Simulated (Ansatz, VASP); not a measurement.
**TePb in two plane-wave programs**

One calculation is typed for both programs; each brings its own data sets and cutoff. How far apart do they land? The cell is taken from a series of VASP runs on this material, whose earlier steps may have relaxed, scaled or displaced it; both programs get it as it stands.

Program: Ansatz 0.2.0. Level of theory: plane waves, with VASP 6.6.1 beside it; band structure at r2SCAN, band structure at LDA and band structure at LDA, spin-orbit coupling. Results are calculated unless marked as measured.

## 1. Starting point

The structure is cubic, space group Fm-3m (No. 225). Conventional cell: a = 6.462 Å, b = 6.462 Å, c = 6.462 Å, α = 90.00°, β = 90.00°, γ = 90.00°. Nearest to Pb lie 6 Te at 3.23 Å. Nearest to Te lie 6 Pb at 3.23 Å. Farther neighbours and most contacts between anions are not listed.

Structure file:

```
Pb Te
1.0
     0.00000    3.23100    3.23100
     3.23100    0.00000    3.23100
     3.23100    3.23100    0.00000
Pb Te
1 1
Direct
  0.00000 0.00000 0.00000
  0.50000 0.50000 0.50000
```

## 2. VASP: band structure, r2SCAN

The same path points are solved in both programs, so levels can be compared one by one.

Lines of VASP's logs that name or quote its potential files are left out, and so is its time.

File INCAR:

```
SYSTEM = TePb
PREC = Accurate
ENCUT = 350
EDIFF = 1E-06
NELM = 100
ISMEAR = 0
SIGMA = 0.03
LREAL = .FALSE.
ALGO = Normal
METAGGA = R2SCAN
LASPH = .TRUE.
NBANDS = 22
LORBIT = 11
LWAVE = .FALSE.
LCHARG = .FALSE.
KPAR = 4
```

File POSCAR:

```
TePb
1.0
    0.0000000000      3.2310000000      3.2310000000
    3.2310000000      0.0000000000      3.2310000000
    3.2310000000      3.2310000000      0.0000000000
Pb Te
1 1
Direct
    0.0000000000      0.0000000000      0.0000000000
    0.5000000000      0.5000000000      0.5000000000
```

File KPOINTS:

```
Automatic mesh
0
Gamma
6 6 6
0 0 0
```

File KPOINTS_OPT:

```
Line mode
10
Line-mode
Reciprocal
  0.00000000   0.00000000   0.00000000 GAMMA
  0.50000000   0.00000000   0.50000000 X

  0.50000000   0.00000000   0.50000000 X
  0.50000000   0.25000000   0.75000000 W

  0.50000000   0.25000000   0.75000000 W
  0.37500000   0.37500000   0.75000000 K

  0.37500000   0.37500000   0.75000000 K
  0.00000000   0.00000000   0.00000000 GAMMA

  0.00000000   0.00000000   0.00000000 GAMMA
  0.50000000   0.50000000   0.50000000 L

  0.50000000   0.50000000   0.50000000 L
  0.62500000   0.25000000   0.62500000 U

  0.62500000   0.25000000   0.62500000 U
  0.50000000   0.25000000   0.75000000 W

  0.50000000   0.25000000   0.75000000 W
  0.50000000   0.50000000   0.50000000 L

  0.50000000   0.50000000   0.50000000 L
  0.37500000   0.37500000   0.75000000 K

  0.62500000   0.25000000   0.62500000 U
  0.50000000   0.00000000   0.50000000 X
```

Potentials, in the order of the species: Pb_d and Te (PBE family, release 64).

Run with:

```sh
mpirun -np 4 vasp_std
```

Numbers of over 12 decimals in the logs are rounded to 6 here.

The program printed:

```text
[banner, memory and clock lines left out]
running    4 mpi-ranks, on    1 nodes
 distrk:  each k-point on    1 cores,    4 groups
 distr:  one band on    1 cores,    1 groups

 POSCAR found type information on POSCAR PbTe
 POSCAR found :  2 types and       2 ions
|                                                                             |
|               ----> ADVICE to this user running VASP <----                  |
|                                                                             |
|     You enforced a specific xc type in the INCAR file but a different       |
|     [... a line on the potential file left out ...]
|     I HOPE YOU KNOW WHAT YOU ARE DOING!                                     |
|                                                                             |

 LDA part: xc-table for (None), standard interpolation
 POSCAR, INCAR and KPOINTS ok, starting setup
 FFT: planning ... GRIDC
 FFT: planning ... GRID_SOFT
 FFT: planning ... GRID
 WAVECAR not read
 entering main loop
       N       E                     dE             d eps       ncg     rms          rms(c)
DAV:   1     0.682357920259E+02    0.68236E+02   -0.72189E+03   726   0.663E+02
DAV:   2    -0.769976766090E+02   -0.14523E+03   -0.13794E+03   760   0.220E+02
DAV:   3    -0.868090093025E+02   -0.98113E+01   -0.97594E+01   882   0.651E+01
DAV:   4    -0.870525574537E+02   -0.24355E+00   -0.24345E+00   850   0.112E+01
DAV:   5    -0.870650442549E+02   -0.12487E-01   -0.12486E-01  1032   0.240E+00    0.336E+00
DAV:   6    -0.827013884816E+02    0.43637E+01   -0.13698E+00   962   0.155E+01    0.274E+00
DAV:   7    -0.826816590569E+02    0.19729E-01   -0.74401E-02   830   0.209E+00    0.158E+00
DAV:   8    -0.826898280409E+02   -0.81690E-02   -0.30018E-02   848   0.136E+00    0.692E-01
DAV:   9    -0.826922431893E+02   -0.24151E-02   -0.50268E-03   806   0.521E-01    0.293E-01
DAV:  10    -0.826920176231E+02    0.22557E-03   -0.80953E-04   854   0.265E-01    0.961E-02
DAV:  11    -0.826920296109E+02   -0.11988E-04   -0.32742E-05   836   0.255E-02    0.101E-01
DAV:  12    -0.826920331243E+02   -0.35134E-05   -0.31662E-06   870   0.142E-02    0.114E-01
DAV:  13    -0.826920006854E+02    0.32439E-04   -0.12152E-04   806   0.462E-02    0.235E-01
DAV:  14    -0.826920274768E+02   -0.26791E-04   -0.33091E-05   832   0.557E-02    0.103E-01
DAV:  15    -0.826920326510E+02   -0.51742E-05   -0.32396E-06   898   0.144E-02    0.590E-02
DAV:  16    -0.826920345322E+02   -0.18812E-05   -0.10870E-06   666   0.756E-03    0.255E-02
DAV:  17    -0.826920351612E+02   -0.62894E-06   -0.68273E-07   688   0.489E-03
   1 F= -.82692035E+02 E0= -.82692035E+02  d E =-.109090E-10
 Start KPOINTS_OPT (optional k-point list driver)
k-point batch [1-16\100]
       N       E                     dE             ncg
DAV:   1     0.677732475646E+03   -0.50955E+04      712
DAV:   2    -0.170210922462E+04   -0.23798E+04      778
DAV:   3    -0.186036124395E+04   -0.15825E+03      924
DAV:   4    -0.186411754505E+04   -0.37563E+01      836
DAV:   5    -0.186432001545E+04   -0.20247E+00     1016
DAV:   6    -0.186432729353E+04   -0.72781E-02      940
DAV:   7    -0.186432735760E+04   -0.64070E-04     1014
DAV:   8    -0.186432735832E+04   -0.71453E-06      672
[...]
k-point batch [97-100\100]
       N       E                     dE             ncg
DAV:   1     0.637512524553E+04   -0.17981E+04      176
DAV:   2     0.578056195514E+04   -0.59456E+03      188
DAV:   3     0.573945919277E+04   -0.41103E+02      240
DAV:   4     0.573849716162E+04   -0.96203E+00      206
DAV:   5     0.573844991995E+04   -0.47242E-01      262
DAV:   6     0.573844913503E+04   -0.78492E-03      222
DAV:   7     0.573844912623E+04   -0.88006E-05      262
DAV:   8     0.573844912615E+04   -0.74529E-07      196
```

Parts of OUTCAR (step 2):

```text
ion  position               nearest neighbor table
   1  0.000  0.000  0.000-   2 3.23   2 3.23   2 3.23   2 3.23   2 3.23   2 3.23
   2  0.500  0.500  0.500-   1 3.23   1 3.23   1 3.23   1 3.23   1 3.23   1 3.23

  LATTYP: Found a face centered cubic cell.
 ALAT       =     6.4620000000

 Subroutine GETGRP returns: Found 48 space group operations
 (whereof 48 operations were pure point group operations)

The static configuration has the point symmetry O_h .

 Found     16 irreducible k-points:

   k-points           NKPTS =     16   k-points in BZ     NKDIM =     16   number of bands    NBANDS=     22

   dimension x,y,z NGX =    28 NGY =   28 NGZ =   28
   dimension x,y,z NGXF=    56 NGYF=   56 NGZF=   56

   ENCUT  =  350.0 eV  25.72 Ry    5.07 a.u.   6.97  6.97  6.97*2*pi/ulx,y,z

   NELECT =      20.0000    total number of electrons

 k-points in reciprocal lattice and weights: Automatic mesh
   0.00000000  0.00000000  0.00000000       0.005
   0.16666667  0.00000000  0.00000000       0.037
   0.33333333  0.00000000  0.00000000       0.037
   0.50000000  0.00000000  0.00000000       0.019
   0.16666667  0.16666667  0.00000000       0.028
   0.33333333  0.16666667  0.00000000       0.111
   0.50000000  0.16666667  0.00000000       0.111
  -0.33333333  0.16666667  0.00000000       0.111
  -0.16666667  0.16666667  0.00000000       0.056
[...]
-0.33333333  0.33333333  0.16666667       0.111
  -0.33333333  0.50000000  0.16666667       0.056

 average (electrostatic) potential at core
       1 -97.8151       2 -93.1368

 E-fermi :   5.6437

 k-point     1 :       0.0000    0.0000    0.0000
  band No.  band energies     occupation
    ...
      6      -7.0060      2.00000
      7      -0.1182      2.00000
      8       4.0154      2.00000
      9       4.0154      2.00000
     10       4.0154      2.00000
     11       9.8633      0.00000
     12       9.8633      0.00000
     13       9.8633      0.00000
     14      11.6928      0.00000
     15      11.6928      0.00000
    ...

 k-point     2 :       0.1667    0.0000    0.0000
  band No.  band energies     occupation
    ...
      6      -6.7573      2.00000
      7      -0.9382      2.00000
      8       4.0936      2.00000
      9       4.0936      2.00000
     10       4.4873      2.00000
     11       8.6909      0.00000
     12       8.8742      0.00000
     13       8.8742      0.00000
     14      11.5558      0.00000
     15      12.2170      0.00000
    ...

 k-point     3 :       0.3333    0.0000    0.0000
  band No.  band energies     occupation
    ...
      6      -6.0775      2.00000
      7      -2.4590      2.00000
      8       4.3191      2.00000
      9       4.3191      2.00000
     10       5.1496      2.00000
     11       7.2374      0.00000
     12       7.5247      0.00000
     13       7.5248      0.00000
     14      12.5478      0.00000
     15      13.6224      0.00000
    ...

  Total        0.5570869      0.5570869      0.5570869      0.0000000     -0.0000000      0.0000000
  in kB       13.2309999     13.2309999     13.2309999      0.0000000     -0.0000000      0.0000000
  external PRESSURE =      13.2309999 kB  Pullay stress =       0.0000000 kB

  energy-cutoff  :      350.00
  volume of cell :       67.46
      direct lattice vectors                 reciprocal lattice vectors
     0.000000000  3.231000000  3.231000000    -0.154750851  0.154750851  0.154750851
     3.231000000  0.000000000  3.231000000     0.154750851 -0.154750851  0.154750851
     3.231000000  3.231000000  0.000000000     0.154750851  0.154750851 -0.154750851

 POSITION                                       TOTAL-FORCE (eV/Angst)
 -----------------------------------------------------------------------------------
      0.00000      0.00000      0.00000        -0.000000     -0.000000     -0.000000
      3.23100      3.23100      3.23100         0.000000      0.000000      0.000000
 -----------------------------------------------------------------------------------
    total drift:                               -0.000000      0.000000      0.000000

  FREE ENERGIE OF THE ION-ELECTRON SYSTEM (eV)
  ---------------------------------------------------
  free  energy   TOTEN  =       -82.6920351612 eV

  energy  without entropy=      -82.6920351611  energy(sigma->0) =      -82.69203516

 total charge
# of ion       s       p       d       tot
------------------------------------------
    1        1.458   0.564   9.825  11.847
    2        1.375   2.054   0.018   3.448
--------------------------------------------------
tot          2.832   2.618   9.844  15.294

[... 3 further parts left out ...]
```

The run ends at a pressure of 1.32 GPa.

## 3. Ansatz: band structure, r2SCAN

Ansatz runs on its default PAW (the set named soft_2) files.

The same cell, functional, mesh and smearing now go to Ansatz, which takes its cutoff from its data sets.

File input.yaml:

```yaml
crystal:
  lattice:
    - [0.0, 3.231, 3.231]
    - [3.231, 0.0, 3.231]
    - [3.231, 3.231, 0.0]
  atoms:
    - { symbol: Pb, position: [0.0, 0.0, 0.0] }
    - { symbol: Te, position: [0.5, 0.5, 0.5] }
hamiltonian:
  xc: r2scan
  pseudopotentials: { kind: paw }
kpoints:
  mp_grid: { grid: [6, 6, 6] }
  band_path:
    path:
      - [0.0, 0.0, 0.0]
      - [0.16667, 0.0, 0.16667]
      - [0.33333, 0.0, 0.33333]
      - [0.5, 0.0, 0.5]
      - [0.5, 0.08333, 0.58333]
      - [0.5, 0.19444, 0.69444]
      - [0.5, 0.25, 0.75]
      - [0.45833, 0.29167, 0.75]
      - [0.40278, 0.34722, 0.75]
      - [0.375, 0.375, 0.75]
      - [0.20833, 0.20833, 0.41667]
      - [0.08333, 0.08333, 0.16667]
      - [0.0, 0.0, 0.0]
      - [0.22222, 0.22222, 0.22222]
      - [0.38889, 0.38889, 0.38889]
      - [0.5, 0.5, 0.5]
      - [0.51389, 0.47222, 0.51389]
      - [0.55556, 0.38889, 0.55556]
      - [0.61111, 0.27778, 0.61111]
      - [0.61111, 0.25, 0.63889]
      - [0.56944, 0.25, 0.68056]
      - [0.51389, 0.25, 0.73611]
      - [0.5, 0.27778, 0.72222]
      - [0.5, 0.38889, 0.61111]
      - [0.5, 0.47222, 0.52778]
      - [0.48611, 0.48611, 0.52778]
      - [0.43056, 0.43056, 0.63889]
      - [0.38889, 0.38889, 0.72222]
      - [0.59722, 0.19444, 0.59722]
      - [0.55556, 0.11111, 0.55556]
      - [0.5, 0.0, 0.5]
    npoints: 1
scf:
  occupations: { method: gaussian, width: 0.03 }
  n_extra_bands: 7
output:
  forces: true
  stress: true
  eigenvalues: true
```

Run with:

```sh
ansatz run input.yaml --threads 2 --pin off --max-ram 4608MiB --backend cpu --events-out ev --progress --plain --runs-dir out
```

The program printed:

```text
scf.n_extra_bands = 7 over 15 filled bands (N_el = 30.0): the run solves 22 bands
Engine: ansatz 0.2.0, aarch64-unknown-linux-gnu
Pseudopotentials: kind: paw
Pseudopotential: Pb, paw, valence charge 14, recommended cutoff 500 eV (meta_gga), Pb.paw.azcp
Pseudopotential: Te, paw, valence charge 16, recommended cutoff 500 eV (meta_gga), Te.paw.azcp
Functional definition: r2SCAN
  parameter k0 = 0.174
  parameter k1 = 0.065
  parameter a1 = 4.9479
  exchange = r2scan_x(k0 = k0, k1 = k1, a1 = a1)
  correlation = r2scan_c
Crystal: 2 atoms, lattice volume = 67.459 Å³
Basis set: ecut = 500 eV, 1687 PW (Γ), exchange–correlation on 144×144×144 points (64 copies of the dense FFT grid, shifted against one another)
Bands: 22, of which v1, the nominal top of the filled ones, is band 15 counted from 1 (14 counted from 0)
Symmetry: 48 space group operations
Space group: Fm-3m (ITA 225), of the structure as read, at distance tolerance 4.1e-5 Å
k-points: 16 of 216
Non-local potential: Pb, projectors of the file, l = 0: 2, l = 1: 2, l = 2: 2, l = 3: 2
Non-local potential: Te, projectors of the file, l = 0: 2, l = 1: 2, l = 2: 2, l = 3: 2
PAW form: soft (Blöchl's): semilocal exchange-correlation on the pseudo side does not see the compensation charge
PAW frozen core: Pb, regenerated for the run's functional (the file was generated under x = pbe(κ = 0.804, μ = 0.219515), c = pbe(β = 0.066725))
PAW frozen core: Te, regenerated for the run's functional (the file was generated under x = pbe(κ = 0.804, μ = 0.219515), c = pbe(β = 0.066725))
PAW one-centre angular grid: Pb, 590 points (default); XC on 160 Gauss nodes
PAW one-centre angular grid: Te, 590 points (default); XC on 160 Gauss nodes
Initial density: superposition of atomic densities (neutral atoms: chi_scale 0, normalization atom), corrected by the library's trained network
Initial wavefunctions: pseudopotential atomic-orbital guess
Functional: x = r2scan, c = r2scan; τ floored in thin density (d = 2e-4 eV/Å³)
SCF iter   1: F=—  HF=-18916.673500 eV  |F-HF|=—  |Δ(HF+E_count)|=         —  Δρ=4.92e-3  dr2=1.17e-2  dr2_τ=9.50e-4  ethr=1.77e-3  ⟨swp⟩=7.8  Hψ=1974  notcnv=0  defer=2
preconditioner: auto → none  [insulator: Δε(μ)=1.001 eV  Ē_g=17.841 eV  σ=0.030 eV  W_gap=1.00  n_scr=14 (ndim 8)  ℏωp=20.2 eV  f_vac=0.014  D(μ)=0.00/eV (n_scr^D=0)  ε∞_Penn≈2.3]
SCF iter   2: F=—  HF=-18916.675858 eV  |F-HF|=—  |Δ(HF+E_count)|=   2.36e-3  Δρ=1.39e-3  dr2=1.26e-3  dr2_τ=9.20e-5  ethr=3.89e-5  ⟨swp⟩=2.0  Hψ=717  notcnv=0  defer=35
SCF iter   3: F=—  HF=-18916.676074 eV  |F-HF|=—  |Δ(HF+E_count)|=   2.16e-4  Δρ=5.13e-4  dr2=9.90e-5  dr2_τ=9.27e-6  ethr=4.20e-6  ⟨swp⟩=3.0  Hψ=557  notcnv=0  defer=35
SCF iter   4: F=—  HF=-18916.676117 eV  |F-HF|=—  |Δ(HF+E_count)|=   4.30e-5  Δρ=1.82e-4  dr2=1.51e-5  dr2_τ=2.90e-7  ethr=3.30e-7  ⟨swp⟩=2.0  Hψ=549  notcnv=0  defer=35
SCF iter   5: F=—  HF=-18916.676124 eV  |F-HF|=—  |Δ(HF+E_count)|=   6.30e-6  Δρ=5.05e-5  dr2=1.10e-6  dr2_τ=2.48e-8  ethr=5.02e-8  ⟨swp⟩=2.0  Hψ=397  notcnv=0  defer=35
SCF iter   6: F=-18916.676124 eV  HF=-18916.676124 eV  |F-HF|=1.04e-9  |Δ(HF+E_count)|=   5.15e-7  Δρ=7.97e-6  dr2=3.04e-8  dr2_τ=7.23e-10  ethr=3.33e-10  ⟨swp⟩=8.7  Hψ=1917  notcnv=0
SCF 1 converged in 6 iterations: F = -18916.676124 eV  dr2 = 3.04e-8
  greatest PAW one-centre occupation: 0.997 electrons in one spin orbital (limit 2), on the Te atom at site 1 (counted from 0), in its partial waves of l = 2
NSCF: frozen V_eff on 31 k-points
SCF converged after 6 iterations
Free energy (F): -18916.676124 eV
Harris-Foulkes:  -18916.676124 eV  (|F-HF|=1.04e-9)
Internal energy: -18916.676124 eV  (E = F + TS)
E sigma→0 (E₀):  -18916.676124 eV
Fermi energy:    9.103569 eV
--- Per-component energies (eV) ---
  E_band       = -337.324862
  E_kinetic    = 467.654206
  E_local      = -2387.746171  (includes V_loc(G=0)·N_el)
  E_nonlocal   = 40.583906
  E_hartree    = 1257.159178
  E_xc         = -324.086922
  E_vxc        = -257.326884  (∫ρ·V_xc dr)
  E_paw        = -15118.571493  (= ΣΔE_a)
  E_vpaw       = -732.111043  (= ΣTr[D̂ρ^β])
  E_aug_tail   = -0.000021  (compensation charges beyond the density's cutoff)
  E_vtau       = 17.300293  (kinetic-family band-sum trace: ∫τ·v_τ [+ j·A + Jᵃ·Aᵃ] dr)
  E_ewald      = -2852.919164
  E_core_change = 1.250358  (= ΣΔE_core)
  E_smearing   = -0.000000  (= −TS)
  E_closure    = 0.000000  (closes the sum)
  Σ components = -18916.676124   (vs F -18916.676124, Δ=0.00e0)
--- Forces (eV/Å), atoms counted from 1 ---
  atom   1  Pb    -0.00000000    -0.00000000    -0.00000000
  atom   2  Te     0.00000000    -0.00000000    -0.00000000
  max |Σ_I F_I| component: 4.22e-29 eV/Å
--- Stress (GPa, compression-positive) ---
        1.548270       0.000000      -0.000000
        0.000000       1.548270      -0.000000
        0.000000      -0.000000       1.548270
  P = ⅓ Tr σ = 1.5483 GPa (15.483 kbar)
--- Band table (eV; the first three rows and the last of 16) ---
  k-point 0: bands = [... 11 lower, 2.9666, 7.0839, 7.0839, 7.0839, 12.9330, 12.9330, 12.9330, 14.7829, ... 3 higher]
  k-point 1: bands = [... 11 lower, 2.1450, 7.1620, 7.1620, 7.5587, 11.7631, 11.9473, 11.9473, 14.6324, ... 3 higher]
  k-point 2: bands = [... 11 lower, 0.6243, 7.3870, 7.3870, 8.2241, 10.3105, 10.5993, 10.5993, 15.6212, ... 3 higher]
  k-point 15: bands = [... 11 lower, 0.5221, 4.2351, 5.0676, 7.2379, 11.6161, 13.2279, 14.9772, 15.0057, ... 3 higher]
```

Elapsed: 2.9 s, on 2 threads of Arm Neoverse V2, shared host; peak memory 0.48 GiB; 5.6 s of CPU time.

In the SCF lines HF is the Harris–Foulkes energy and dr2 the Hartree energy of the density residual, in eV; the loop may stop once dr2 is under the threshold and the program's other checks hold. Hψ counts applications of the Hamiltonian.

## 4. Comparison

Known differences besides the potentials themselves: VASP keeps PBE cores, Ansatz makes them for the functional; the data sets hold 30 valence electrons in Ansatz (default PAW (the set named soft_2) files) and 20 in VASP; the cutoff is 500 eV in Ansatz and 350 eV in VASP. Total energies have different zeros and are not compared.

Both answers:

| quantity | Ansatz | VASP | difference |
| --- | --- | --- | --- |
| pressure (GPa) | 1.55 | 1.32 | +0.23 |
| gap over the path points (eV) | 1.017 | 1.020 | -0.003 |

Levels at points of the path, from each program's valence-band top (eV; 4 filled, then empty):

| k (reciprocal lattice) | Ansatz | VASP |
| --- | --- | --- |
| 0.000 0.000 0.000 | -5.63 -1.51 -1.51 -1.51 4.34 4.34 4.34 | -5.64 -1.50 -1.50 -1.50 4.34 4.34 4.34 |
| 0.167 0.000 0.167 | -6.49 -1.94 -1.94 -0.44 1.96 4.46 4.46 | -6.49 -1.94 -1.94 -0.43 1.96 4.47 4.47 |
| 0.333 0.000 0.333 | -7.36 -3.01 -2.67 -2.67 3.93 4.59 5.23 | -7.37 -3.01 -2.66 -2.66 3.93 4.60 5.23 |
| 0.500 0.000 0.500 | -7.49 -4.70 -2.98 -2.98 3.58 5.81 5.81 | -7.51 -4.70 -2.98 -2.98 3.58 5.82 5.82 |
| 0.500 0.083 0.583 | -7.70 -4.61 -3.14 -2.50 3.87 4.81 5.96 | -7.72 -4.61 -3.14 -2.50 3.87 4.82 5.97 |
| 0.500 0.194 0.694 | -8.16 -4.24 -3.68 -0.94 2.47 4.94 6.13 | -8.18 -4.24 -3.67 -0.94 2.48 4.94 6.14 |
| 0.500 0.250 0.750 | -8.24 -3.98 -3.98 -0.45 1.88 5.57 5.57 | -8.26 -3.97 -3.97 -0.45 1.88 5.57 5.57 |
| 0.458 0.292 0.750 | -8.24 -4.16 -3.63 -0.78 2.24 5.09 5.98 | -8.25 -4.16 -3.63 -0.78 2.24 5.09 5.98 |
| 0.403 0.347 0.750 | -8.22 -4.29 -2.84 -1.76 3.33 4.42 5.65 | -8.24 -4.29 -2.84 -1.76 3.34 4.43 5.65 |
| 0.375 0.375 0.750 | -8.22 -4.31 -2.46 -2.17 3.86 4.00 5.48 | -8.24 -4.31 -2.46 -2.17 3.86 4.00 5.48 |

Among the levels compared at these points, filled levels agree within 16 meV and empty ones within 9 meV.

(Continued in part 2 of 2.)

[Lines on the potential files, build, host, timing and source positions are cut from VASP's logs without a mark.]

[Logs are printed without paths, hosts, clocks, repeated set-up lines and the standing remarks that a program may print on its own settings, such as how far it seeks lower states.]

[Hosts, paths, dates, database ids (printed as entryN), source tags and the programs' standing remarks are cut or masked in the printed files.]
